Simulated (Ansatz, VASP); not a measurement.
Al in VASP and in Ansatz

```
CELL_PARAMETERS angstrom
-2.53363 2.53363 1.31575
2.53363 -2.53363 1.31575
2.53363 2.53363 -1.31575
ATOMIC_POSITIONS crystal
Al 0.62500 0.87500 0.75000
Al 0.37500 0.12500 0.25000
```

Change from the starting cell: volume scaled by 0.88, LAPW.

Alike in both runs: task single point; functional PBE; k mesh 16 × 16 × 16; occupations fermi-dirac, width 0.05 eV; no spin polarisation.

```csv
,VASP,Ansatz
version,VASP 6.6.1,Ansatz 0.2.0
potentials or method,"VASP PAW PBE potentials, release 64 (Al), cutoff 520 eV","all-electron LAPW, scalar-relativistic"
```

|  | VASP | Ansatz | Ansatz less VASP |
| --- | --- | --- | --- |
| pressure (GPa) | 10.3 | 10.2 | -0.04 |

Ansatz ran all-electron here, so the differences hold the error of VASP's frozen core and of both bases.
